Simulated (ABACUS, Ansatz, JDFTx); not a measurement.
**The equilibrium volume of Sb, sorted by core time**

Symmetry: R-3m, No. 166, trigonal system. Conventional cell: a = 4.308 Å, b = 4.308 Å, c = 11.274 Å, α = 90.00°, β = 90.00°, γ = 120.00°. Sb (site symmetry 3m) is surrounded by 3 Sb at 2.91 Å.

| rung | level | program and potentials | cutoff (eV) | k mesh | smearing | core time | chip | equilibrium volume (Å³/atom) | notes |
| --- | --- | --- | --- | --- | --- | --- | --- | --- | --- |
| LDA | LDA | Ansatz, all-electron LAPW, scalar-relativistic | - | 8 × 8 × 8 | fermi-dirac 0.05 | 46 s | Intel Xeon Platinum 8488C Sapphire Rapids | 29.23 | - |
| GGA | PBE | Ansatz, all-electron LAPW, scalar-relativistic | - | 8 × 8 × 8 | fermi-dirac 0.05 | 49 s | Intel Xeon Platinum 8488C Sapphire Rapids | 31.93 | - |
| GGA + dispersion | PBE+D4 | Ansatz, all-electron LAPW, scalar-relativistic | - | 8 × 8 × 8 | fermi-dirac 0.05 | 57 s | Arm Neoverse V1 | 29.79 | - |
| GGA + dispersion | revPBE+D3(BJ) | Ansatz, all-electron LAPW, scalar-relativistic | - | 8 × 8 × 8 | fermi-dirac 0.05 | 66 s | Arm Neoverse V1 | 28.88 | - |
| GGA + dispersion | BLYP+D4 | Ansatz, all-electron LAPW, scalar-relativistic | - | 8 × 8 × 8 | fermi-dirac 0.05 | 68 s | Arm Neoverse V1 | 31.07 | - |
| GGA + dispersion | RPBE+D4 | Ansatz, all-electron LAPW, scalar-relativistic | - | 8 × 8 × 8 | fermi-dirac 0.05 | 69 s | Arm Neoverse V1 | 28.82 | - |
| GGA | PBEsol | JDFTx, PseudoDojo-SR-PBEsol-0.4.1-standard with smoothed tails | 1088 | 6 × 6 × 6 | fermi-dirac 0.05 | 7.3 min | Intel Xeon 6975P-C Granite Rapids | 30.10 | - |
| GGA | PBE | ABACUS, SSSP 1.3 efficiency PBE, plane waves | 748 | 6 × 6 × 6 | fermi-dirac 0.05 | 17 min | Intel Xeon Platinum 8488C Sapphire Rapids | 32.16 | - |

Times are single runs on shared hosts and different chips, so they are rough; meshes, cutoffs and the tasks' sizes weigh on the time. Task: relaxation of cell and atoms. All rows: no spin polarisation. Smearing widths are in eV. For a metal such meshes aren't converged. Meshes differ between rows, which moves values too. Meshes are those of the run's cell of 2 atoms unless a note names another. Relaxations start from the cell shown or near it and stop with a little pressure left. Runs on faulty files, with rough fits or with known faults for this quantity aren't shown. No row holds spin-orbit coupling.

By rung: LDA 29.23; GGA 30.10 to 32.16; GGA + dispersion 28.82 to 31.07 (Å³/atom).

The functional governs the volume far more than the code does: the two PBE values, 31.93 and 32.16 Å³/atom, lie close together, while adding D4 to PBE lowers the volume to 29.79 Å³/atom. Without dispersion, the volume grows from LDA through PBEsol to PBE, the usual order for solids, and PBEsol comes nearest to the cell shown.

Antimony is soft in this respect because its structure is a Peierls-distorted simple cubic lattice, with strong p bonds inside puckered bilayers and weaker contacts between them. Extra attraction can therefore shrink the cell at little cost. It doesn't do so evenly: revPBE+D3(BJ) and RPBE+D4 fall below even LDA, whereas BLYP+D4 stays at 31.07 Å³/atom. The two low values suggest overbinding, possibly because pairwise corrections miss part of the screening in a semimetal. Dispersion as such is thus no guarantee of a better volume here. Volumes alone don't show whether the contraction lies between the bilayers or within them.
